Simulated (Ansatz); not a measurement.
**Li₂O**

**The experiment.** The Crystallography Open Database holds a measured cell of cubic Li2O (space group Fm-3m), temperature not stated (2004, doi:10.1021/ic049138z): a = 4.627 Å, 8.26 Å³/atom.

Method: PBE, scalar-relativistic; no spin polarisation; PAW, 420 eV, Γ-centred 12×12×12 mesh, 0.05 eV Gaussian smearing; code Ansatz. The datasets are Ansatz's generated set soft_2.

Space group Fm-3m (No. 225). a = 4.628 Å, b = 4.628 Å, c = 4.628 Å, α = 90.00°, β = 90.00°, γ = 90.00°
```
atom  site  symmetry       x       y       z
  Li    8c      -43m  0.2500  0.7500  0.7500
   O    4a      m-3m  0.0000  0.0000  0.0000
```

The chain of runs began from a cell as deposited in COD, expanded in volume.

The cell above was scaled in volume, its shape and atoms being fixed by the lattice's symmetry. Energies are counted from the cell above.

| V (Å³/atom) | ΔE (meV/atom) | P (GPa) | gap on the mesh (eV) |
| --- | --- | --- | --- |
| 7.93 | 3.3 | 3.4 | 5.06 |
| 8.10 | 0.8 | 1.6 | 5.02 |
| 8.26 | 0.0 | -0.1 | 4.98 |
| 8.43 | 0.9 | -1.6 | 4.94 |
| 8.59 | 3.3 | -3.0 | 4.90 |

Task: What do the points give for the equilibrium volume, the bulk modulus and its pressure derivative (third-order Birch–Murnaghan)?

Result: V0 = 8.25 Å³/atom, B0 = 79 GPa, B0′ isn't fixed: the energies give 3.5, and a fit of the pressures differs by over 0.35.

B0·V0 = 79.3 GPa × 8.25 Å³ = 4.08 eV/atom sets the scale: near the minimum ΔE ≈ ½ B0 V0 x², with x = V/V0 − 1, and a pressure of 0.8 GPa squeezes the volume by about 1 %. At the ends of the curve: x = −3.9 % predicts 3.1 meV/atom and the run gives 3.3; x = +4.1 % predicts 3.5 meV/atom and the run gives 3.3. Compression costs more and expansion less than the parabola says, since the crystal stiffens as it shrinks; B0′ measures that.

**Against experiment.** PBE gives 4.628 Å and 8.26 Å³/atom, +0.1 % in volume (+0.0 % in length) from the database's cell. Agreement this close is partly luck: the calculation is for a static lattice, the crystal has zero-point motion and thermal expansion, roughly 1.9 to 4.7 % in volume at 300 K (room temperature assumed) by Grüneisen's rule, γ·3k_BT/(B0·V0) with γ of 1 to 2.5.

Kohn–Sham gaps of semilocal functionals lie under measured ones, often by a third or more.
